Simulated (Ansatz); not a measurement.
Space group Fmmm (No. 69). a = 2.456 Å, b = 4.254 Å, c = 7.124 Å, α = 90.00°, β = 90.00°, γ = 90.00°
| atom | site | symmetry | x | y | z |
| --- | --- | --- | --- | --- | --- |
| C | 8h | m2m | 0.5000 | 0.6667 | 0.0000 |

Equation of state of this C structure (not necessarily the ground state), with shape and atoms relaxed at each volume where symmetry leaves them free. All numbers below come from DFT r2SCAN, scalar-relativistic, plane waves, PAW (Ansatz 0.2.0).

Plane waves to 500 eV, a k mesh through Γ of 14×14×14 on the computed 2-atom cell and Gaussian smearing (0.02 eV); no spin polarisation.

```tsv
V (Å³/atom)	E − E(largest V) (meV/atom)	P (GPa)	gap on mesh (eV)
8.743	1.40	1.89	0.40
9.022	-0.85	0.77	0.53
9.302	-1.49	0.01	0.64
9.581	-1.07	-0.46	0.74
9.860	0.00	-0.73	0.83
```

Task: Fit a third-order Birch–Murnaghan equation to E(V).

Result: V0 = 9.31 Å³/atom, B0 = 20 GPa, B0' = 14.3. B0' is unusual or poorly fixed by this range.

The cell holds layers, and where no dispersion correction was added their binding is poorly described.

This form isn't the element's structure at ambient conditions.